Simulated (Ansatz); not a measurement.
Lattice vibrations of PbSe at Γ at 2.5 GPa

All numbers below come from DFT PBEsol, scalar-relativistic, plane waves, PAW (Ansatz). Settings: 420 eV plane-wave cutoff, Γ-centred 12×12×12 mesh, Fermi-Dirac smearing of 0.15 eV. No spin polarisation. Phonons by linear response, acoustic sum rule imposed.

The cell is fixed (symmetry leaves no force on the atoms) and stands under 2.5 GPa:
```
CELL_PARAMETERS angstrom
3.65340 0.00000 0.00000
0.00000 3.65340 0.00000
0.00000 0.00000 3.65340
ATOMIC_POSITIONS crystal
Pb 0.00000 0.00000 0.00000
Se 0.50000 0.50000 0.50000
```

The cell is the ideal cubic caesium chloride prototype; this isn't the usual structure of the compound. In a metal, frequencies and elastic constants depend on the k mesh and the smearing, soft modes and shear constants most. Spin–orbit coupling is left out, which matters for heavy elements. A semilocal functional can close a gap that the real compound has.

Optical modes at Γ; i marks an imaginary frequency:
```json
{"frequency (cm⁻¹)": "10", "degeneracy": "3"}
```

All 3 optical modes at Γ are real: no displacement of atoms at fixed cell lowers the energy to second order. Strains and modes at other wave vectors aren't tested by this run.